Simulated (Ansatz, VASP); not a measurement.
## TiO2 (TiO2 (Pbcn)): VASP beside Ansatz

Wanted: the spread between two codes on one cell, functional and k mesh. Of the first pair: The structure shown is the start of the Ansatz relaxation below; VASP solves that cell, so the two are compared at the walk's first step.

Program: Ansatz 0.2.0. Level of theory: plane waves, with VASP 6.6.1 beside it; single point at PBEsol. Results are calculated unless marked as measured.

## (1) The starting structure

The cell holds 48 atoms: 16 Ti and 32 O. Cell: a = 8.637 Å, b = 8.637 Å, c = 8.637 Å, α = 116.6°, β = 101.0°, γ = 111.2°.

## (2) Ansatz: relaxation, PBEsol

Ansatz runs on its PAW soft_1 files.

The two programs are compared at the cell with which this relaxation starts, whose forces are those of its first step.

File input.yaml:

```yaml
crystal:
  lattice:
    - [-4.5384616283, 5.4951486018, 4.8790995231]
    - [4.5384616283, -5.4951486018, 4.8790995231]
    - [4.5384616283, 5.4951486018, -4.8790995231]
  atoms:
    - { symbol: Ti, position: [0.2125945018, 0.125, 0.5875945018] }
    - { symbol: Ti, position: [0.2125945018, 0.625, 0.0875945018] }
    - { symbol: Ti, position: [0.7125945018, 0.125, 0.0875945018] }
    - { symbol: Ti, position: [0.7125945018, 0.625, 0.5875945018] }
    - { symbol: Ti, position: [0.0374054982, 0.125, 0.9124054982] }
    - { symbol: Ti, position: [0.0374054982, 0.625, 0.4124054982] }
    - { symbol: Ti, position: [0.5374054982, 0.125, 0.4124054982] }
    - { symbol: Ti, position: [0.5374054982, 0.625, 0.9124054982] }
    - { symbol: Ti, position: [0.2874054982, 0.375, 0.4124054982] }
    - { symbol: Ti, position: [0.2874054982, 0.875, 0.9124054982] }
    - { symbol: Ti, position: [0.7874054982, 0.375, 0.9124054982] }
    - { symbol: Ti, position: [0.7874054982, 0.875, 0.4124054982] }
    - { symbol: Ti, position: [0.4625945018, 0.375, 0.0875945018] }
    - { symbol: Ti, position: [0.4625945018, 0.875, 0.5875945018] }
    - { symbol: Ti, position: [0.9625945018, 0.375, 0.5875945018] }
    - { symbol: Ti, position: [0.9625945018, 0.875, 0.0875945018] }
    - { symbol: O, position: [0.3496851066, 0.4047940149, 0.6732837766] }
    - { symbol: O, position: [0.3496851066, 0.9047940149, 0.1732837766] }
    - { symbol: O, position: [0.8496851066, 0.4047940149, 0.1732837766] }
    - { symbol: O, position: [0.8496851066, 0.9047940149, 0.6732837766] }
    - { symbol: O, position: [0.4003148934, 0.07359867, 0.5551089083] }
    - { symbol: O, position: [0.4003148934, 0.57359867, 0.0551089083] }
    - { symbol: O, position: [0.9003148934, 0.07359867, 0.0551089083] }
    - { symbol: O, position: [0.9003148934, 0.57359867, 0.5551089083] }
    - { symbol: O, position: [0.2315102383, 0.17640133, 0.8267162234] }
    - { symbol: O, position: [0.2315102383, 0.67640133, 0.3267162234] }
    - { symbol: O, position: [0.7315102383, 0.17640133, 0.3267162234] }
    - { symbol: O, position: [0.7315102383, 0.67640133, 0.8267162234] }
    - { symbol: O, position: [0.0184897617, 0.3452059851, 0.9448910917] }
    - { symbol: O, position: [0.0184897617, 0.8452059851, 0.4448910917] }
    - { symbol: O, position: [0.5184897617, 0.3452059851, 0.4448910917] }
    - { symbol: O, position: [0.5184897617, 0.8452059851, 0.9448910917] }
    - { symbol: O, position: [0.4815102383, 0.1547940149, 0.0551089083] }
    - { symbol: O, position: [0.4815102383, 0.6547940149, 0.5551089083] }
    - { symbol: O, position: [0.9815102383, 0.1547940149, 0.5551089083] }
    - { symbol: O, position: [0.9815102383, 0.6547940149, 0.0551089083] }
    - { symbol: O, position: [0.2684897617, 0.32359867, 0.1732837766] }
    - { symbol: O, position: [0.2684897617, 0.82359867, 0.6732837766] }
    - { symbol: O, position: [0.7684897617, 0.32359867, 0.6732837766] }
    - { symbol: O, position: [0.7684897617, 0.82359867, 0.1732837766] }
    - { symbol: O, position: [0.0996851066, 0.42640133, 0.4448910917] }
    - { symbol: O, position: [0.0996851066, 0.92640133, 0.9448910917] }
    - { symbol: O, position: [0.5996851066, 0.42640133, 0.9448910917] }
    - { symbol: O, position: [0.5996851066, 0.92640133, 0.4448910917] }
    - { symbol: O, position: [0.1503148934, 0.0952059851, 0.3267162234] }
    - { symbol: O, position: [0.1503148934, 0.5952059851, 0.8267162234] }
    - { symbol: O, position: [0.6503148934, 0.0952059851, 0.8267162234] }
    - { symbol: O, position: [0.6503148934, 0.5952059851, 0.3267162234] }
basis:
  ecutwfc: 420
  xc_grid: 2
hamiltonian:
  xc: pbesol
  pseudopotentials: { kind: paw, azcp: { folder: soft_1 }, xc_functional: pbe }
kpoints:
  mp_grid: { grid: [1, 1, 1] }
scf:
  occupations: { method: fermi_dirac, width: 0.01 }
  max_iter: 100
  lower_state_search: "off"
output:
  forces: true
relax:
  f_tol: 0.015
  max_steps: 120
  random_displacement: { amplitude: 0.06, seed: 3539 }
checkpoint:
  write: "../pristine.rattled.run"
  compress: false
  write_wavefunctions: false
  write_every: 100000
```

On the command line:

```sh
$ ansatz run input.yaml --threads 8 --pin off --max-ram 15073MiB --backend cpu --events-out ev --progress --plain --runs-dir out
```

Numbers of over 12 decimals in the logs are rounded to 6 here.

The program printed:

```text
Engine: ansatz 0.2.0, aarch64-unknown-linux-gnu
Pseudopotentials: kind: paw
Pseudopotential: Ti, paw, valence charge 12, recommended cutoff 420 eV (normal), soft_1/Ti.paw.azcp
Pseudopotential: O, paw, valence charge 6, recommended cutoff 420 eV (normal), soft_1/O.paw.azcp
Functional definition: PBEsol
  exchange = pbesol_x
  correlation = pbesol_c
Crystal: 48 atoms, lattice volume = 486.730 Å³
Basis set: ecut = 420 eV, 9557 PW (Γ), exchange–correlation on 120×120×120 points (8 copies of the dense FFT grid, shifted against one another)
Bands: 240, of which v1, the nominal top of the filled ones, is band 192 counted from 1 (191 counted from 0)
Symmetry: 1 space group operations
k-points: 1
Non-local potential: Ti, projectors of the file, l = 0: 3, l = 1: 2, l = 2: 3, l = 3: 1
Non-local potential: O, projectors of the file, l = 0: 2, l = 1: 2, l = 2: 1
PAW form: soft (Blöchl's): semilocal exchange-correlation on the pseudo side does not see the compensation charge
PAW frozen core: Ti, regenerated for the run's functional, and the local potential with it (the file was generated under x = pbe(κ = 0.804, μ = 0.219515), c = pbe(β = 0.066725))
PAW frozen core: O, regenerated for the run's functional, and the local potential with it (the file was generated under x = pbe(κ = 0.804, μ = 0.219515), c = pbe(β = 0.066725))
PAW one-centre angular grid: Ti, 590 points (default); XC on 64 Gauss nodes
PAW one-centre angular grid: O, 110 points (default); XC on 64 Gauss nodes
Initial density: superposition of atomic densities (chi_scale 0.1, normalization cell, long waves kept (reshape's long-wave potential 0.04 eV rms))
Initial wavefunctions: pseudopotential atomic-orbital guess
Functional: x = pbesol(κ = 0.804, μ = 0.123457), c = pbesol(β = 0.046)
SCF iter   1: F=—  HF=-57596.789795 eV  |F-HF|=—  |Δ(HF+E_count)|=         —  Δρ=5.73e-2  dr2=1.40e1  ethr=3.10e-3  ⟨swp⟩=4.0  Hψ=749  notcnv=0  defer=5
preconditioner: auto → Resta (q_TF=auto, 2.623 Å⁻¹)  ε∞=8.5  [insulator: Δε(μ)=2.695 eV  Ē_g=9.805 eV  σ=0.010 eV  W_gap=1.00  n_scr=150 (ndim 8)  ℏωp=26.9 eV  f_vac=0.000  D(μ)=0.00/eV (n_scr^D=0)  ε∞_Penn≈8.5]
SCF iter   2: F=—  HF=-57595.955794 eV  |F-HF|=—  |Δ(HF+E_count)|=   8.34e-1  Δρ=3.26e-2  dr2=4.32e0  ethr=3.10e-3  ⟨swp⟩=2.0  Hψ=286  notcnv=0  defer=38
SCF iter   3: F=—  HF=-57595.692786 eV  |F-HF|=—  |Δ(HF+E_count)|=   2.63e-1  Δρ=6.29e-3  dr2=2.23e-1  ethr=1.12e-3  ⟨swp⟩=4.0  Hψ=345  notcnv=0  defer=38
SCF iter   4: F=—  HF=-57595.715086 eV  |F-HF|=—  |Δ(HF+E_count)|=   2.23e-2  Δρ=1.83e-3  dr2=2.00e-2  ethr=5.81e-5  ⟨swp⟩=3.0  Hψ=414  notcnv=0  defer=38
SCF iter   5: F=—  HF=-57595.722260 eV  |F-HF|=—  |Δ(HF+E_count)|=   7.17e-3  Δρ=4.51e-4  dr2=1.11e-3  ethr=5.20e-6  ⟨swp⟩=2.0  Hψ=308  notcnv=0  defer=38
SCF iter   6: F=—  HF=-57595.722571 eV  |F-HF|=—  |Δ(HF+E_count)|=   3.11e-4  Δρ=1.33e-4  dr2=9.09e-5  ethr=2.90e-7  ⟨swp⟩=2.0  Hψ=340  notcnv=0  defer=38
SCF iter   7: F=—  HF=-57595.722614 eV  |F-HF|=—  |Δ(HF+E_count)|=   4.35e-5  Δρ=4.55e-5  dr2=8.66e-6  ethr=2.37e-8  ⟨swp⟩=2.0  Hψ=329  notcnv=0  defer=38
SCF iter   8: F=-57595.722616 eV  HF=-57595.722617 eV  |F-HF|=4.54e-7  |Δ(HF+E_count)|=   2.42e-6  Δρ=1.57e-5  dr2=9.96e-7  ethr=1.46e-9  ⟨swp⟩=4.0  Hψ=630  notcnv=0
SCF 1 converged in 8 iterations: F = -57595.722616 eV  dr2 = 9.96e-7
  greatest PAW one-centre occupation: 0.998 electrons in one spin orbital (limit 2), on the Ti atom at site 14 (counted from 0), in its partial waves of l = 0
relax step   1: F+E_penalty+E_count = -57595.72261643 eV  Δ(F+E_penalty+E_count) = +0.000e0 eV  max|allowed force component| = 1.846e0 eV/Å  Δτ_max = 0.0000 Å  (8 SCF iters, dr2 threshold 5.63e-6 eV, accepted)
[...]
relax step   4: F+E_penalty+E_count = -57597.01518363 eV  Δ(F+E_penalty+E_count) = -1.159e-2 eV  max|allowed force component| = 1.430e-2 eV/Å  Δτ_max = 0.0199 Å  (7 SCF iters, dr2 threshold 8.59e-7 eV, accepted)
[...]
relax step   5: F+E_penalty+E_count = -57597.01518378 eV  Δ(F+E_penalty+E_count) = -1.525e-7 eV  max|allowed force component| = 1.429e-2 eV/Å  Δτ_max = 0.0000 Å  (3 SCF iters, accepted)
SCF converged after 3 iterations
Free energy (F): -57597.015184 eV
Harris-Foulkes:  -57597.015184 eV  (|F-HF|=4.07e-9)
Internal energy: -57597.015184 eV  (E = F + TS)
E sigma→0 (E₀):  -57597.015184 eV
Fermi energy:    10.306252 eV
--- Per-component energies (eV) ---
  E_band       = -2999.547793
  E_kinetic    = 9843.556412
  E_local      = -24526.180858  (includes V_loc(G=0)·N_el)
  E_nonlocal   = 2619.613853
  E_hartree    = 9200.840834
  E_xc         = -4118.139616
  E_vxc        = -5238.840549  (∫ρ·V_xc dr)
  E_paw        = -21259.033264  (= ΣΔE_a)
  E_vpaw       = -4099.403490  (= ΣTr[D̂ρ^β])
  E_aug_tail   = 0.023286  (compensation charges beyond the density's cutoff)
  E_ewald      = -29361.055196
  E_core_change = 3.359366  (= ΣΔE_core)
  E_smearing   = -0.000000  (= −TS)
  E_closure    = 0.000000  (closes the sum)
  Σ components = -57597.015184   (vs F -57597.015184, Δ=0.00e0)
--- Forces (eV/Å), atoms counted from 1 ---
  atom   1  Ti    -0.01429077    -0.00793971    -0.00136427
  atom   2  Ti    -0.00150014    -0.00406378     0.00030526
  atom   3  Ti     0.00027454    -0.00223341     0.00509821
  atom   4  Ti    -0.00241817    -0.01208935     0.00556410
  atom   5  Ti    -0.00343944     0.00194506     0.00060979
  atom   6  Ti     0.00486386    -0.00186828     0.00273190
  atom   7  Ti     0.00196182     0.00794537     0.00658368
  atom   8  Ti     0.00662248    -0.00177877    -0.00846328
  atom   9  Ti    -0.00034118     0.00003795     0.00153846
  atom  10  Ti    -0.00366292     0.01032938    -0.00259532
  atom  11  Ti    -0.00084056     0.00646812    -0.00672943
  atom  12  Ti     0.00428826     0.00565269    -0.00098012
  atom  13  Ti    -0.00053820    -0.00101799    -0.00734754
  atom  14  Ti    -0.00745614    -0.00596710     0.00309958
  atom  15  Ti    -0.01020110    -0.00469506     0.00388018
  atom  16  Ti     0.00564737    -0.00047415    -0.00275215
  atom  17  O      0.00062033    -0.00152280    -0.00194822
  atom  18  O      0.00142321    -0.00788872    -0.00341470
  atom  19  O     -0.00033007    -0.00520320    -0.00231033
  atom  20  O      0.00343758     0.00006532     0.00440799
  atom  21  O     -0.00029923     0.00076946    -0.00193781
  atom  22  O     -0.00280732     0.00721915     0.00863485
  atom  23  O      0.00145354     0.00764792     0.00004557
  atom  24  O      0.00362802     0.00944725    -0.00564684
[...]
atom  41  O     -0.00146169    -0.00413677     0.00081196
  atom  42  O     -0.00137528    -0.00474164    -0.00329365
  atom  43  O     -0.00200179    -0.00790676     0.00159995
  atom  44  O     -0.00076800    -0.00700108    -0.00535140
  atom  45  O     -0.00755581     0.00134175    -0.00458544
  atom  46  O      0.00427380     0.00339434     0.00482621
  atom  47  O      0.00061236     0.00929818     0.00444988
  atom  48  O      0.00398767     0.00470719    -0.00132643
  max |Σ_I F_I| component: 1.65e-4 eV/Å
--- Relaxed structure (5 steps of the walk, 5 accepted, 0 SCFs on fresh bases) ---
  F+E_penalty+E_count = -57597.01518378 eV   max|allowed force component| = 1.429e-2 eV/Å
  atoms:
    - { symbol: Ti, position: [0.215088, 0.126359, 0.590307] }
    - { symbol: Ti, position: [0.215056, 0.626103, 0.090009] }
    - { symbol: Ti, position: [0.714900, 0.126147, 0.090121] }
    - { symbol: Ti, position: [0.715011, 0.625967, 0.590019] }
    - { symbol: Ti, position: [0.035298, 0.126080, 0.910449] }
    - { symbol: Ti, position: [0.035494, 0.626085, 0.410317] }
    - { symbol: Ti, position: [0.535239, 0.125940, 0.410384] }
    - { symbol: Ti, position: [0.535640, 0.626250, 0.910432] }
    - { symbol: Ti, position: [0.285490, 0.376267, 0.410483] }
    - { symbol: Ti, position: [0.285458, 0.876280, 0.910393] }
    - { symbol: Ti, position: [0.785540, 0.376310, 0.910445] }
    - { symbol: Ti, position: [0.785572, 0.876216, 0.410505] }
    - { symbol: Ti, position: [0.465088, 0.376347, 0.090101] }
    - { symbol: Ti, position: [0.465142, 0.876262, 0.590210] }
    - { symbol: Ti, position: [0.965028, 0.376269, 0.590166] }
    - { symbol: Ti, position: [0.965213, 0.876342, 0.090191] }
    - { symbol: O, position: [0.347005, 0.406018, 0.673710] }
    - { symbol: O, position: [0.346947, 0.905856, 0.173561] }
    - { symbol: O, position: [0.846947, 0.405888, 0.173588] }
    - { symbol: O, position: [0.846858, 0.905775, 0.673597] }
    - { symbol: O, position: [0.403616, 0.077919, 0.558409] }
    - { symbol: O, position: [0.403516, 0.577793, 0.058265] }
    - { symbol: O, position: [0.903452, 0.077767, 0.058194] }
    - { symbol: O, position: [0.903549, 0.577822, 0.558158] }
    - { symbol: O, position: [0.231595, 0.174071, 0.826550] }
    - { symbol: O, position: [0.231635, 0.674023, 0.326490] }
    - { symbol: O, position: [0.731436, 0.173865, 0.326442] }
    - { symbol: O, position: [0.731613, 0.673989, 0.826552] }
    - { symbol: O, position: [0.018872, 0.346106, 0.941829] }
    - { symbol: O, position: [0.018998, 0.846163, 0.441821] }
    - { symbol: O, position: [0.518835, 0.346015, 0.441746] }
    - { symbol: O, position: [0.518860, 0.846103, 0.941697] }
    - { symbol: O, position: [0.481609, 0.155932, 0.058266] }
    - { symbol: O, position: [0.481746, 0.655961, 0.558483] }
    - { symbol: O, position: [0.981681, 0.156005, 0.558476] }
    - { symbol: O, position: [0.981725, 0.655971, 0.058336] }
    - { symbol: O, position: [0.268867, 0.327838, 0.173602] }
    - { symbol: O, position: [0.268829, 0.827942, 0.673625] }
    - { symbol: O, position: [0.768892, 0.327969, 0.673594] }
    - { symbol: O, position: [0.768979, 0.828030, 0.173734] }
    - { symbol: O, position: [0.096868, 0.424100, 0.441871] }
    - { symbol: O, position: [0.096897, 0.924165, 0.941899] }
    - { symbol: O, position: [0.596979, 0.424203, 0.941969] }
    - { symbol: O, position: [0.597004, 0.924193, 0.441994] }
    - { symbol: O, position: [0.153696, 0.096307, 0.326639] }
    - { symbol: O, position: [0.153602, 0.596125, 0.826489] }
    - { symbol: O, position: [0.653566, 0.096227, 0.826513] }
    - { symbol: O, position: [0.653678, 0.596135, 0.326490] }
```

The column dr2 measures how far the density is from self-consistency, as an energy; F and HF (Harris–Foulkes) agree once it is small.

(Continued in part 2 of 2.)

[Lines on the potential files, build, host, timing and source positions are cut from VASP's logs without a mark.]

[Logs are printed without paths, hosts, clocks, repeated set-up lines and the standing remarks that a program may print on its own settings, such as how far it seeks lower states.]

[Hosts, paths, dates, database ids (printed as entryN), source tags and the programs' standing remarks are cut or masked in the printed files.]
